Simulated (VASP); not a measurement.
Crystal: Ru.

```
Ru
1.0
     0.00000    1.91500    1.91500
     1.91500    0.00000    1.91500
     1.91500    1.91500    0.00000
Ru
1
Direct
  0.00000 0.00000 0.00000
```

This isn't the form of Ru at room conditions, which is hcp.

```yaml
Program: VASP 6.6.1
Task: single point
Functional: PBE
Potentials_or_basis: VASP PAW PBE potentials, release 64 (Ru_pv)
Cutoff: 520 eV
k_mesh: 12 × 12 × 12
Occupations: fermi-dirac, width 0.05 eV
Spin: no spin polarisation
```

On this cell: pressure -4.8 GPa; band gap on the k mesh none (metal or under the smearing width).

The same run follows on a disturbed copy (cell strained at random at fixed volume):

```
CELL_PARAMETERS angstrom
0.05365 1.93869 1.90700
1.94614 0.04095 1.91970
1.95229 1.95753 0.03481
ATOMIC_POSITIONS crystal
Ru 0.99685 0.96953 0.01804
```

Task: What does the disturbed cell give?

Result: The energy (extrapolated to zero smearing) moves by +19.6 meV/atom; pressure -4.3 GPa; band gap on the k mesh none (metal or under the smearing width).

Stress tensor (GPa, compression positive):
```
-4.96 -7.51 -6.28
-7.51 -5.81 -2.77
-6.28 -2.77 -2.01
```
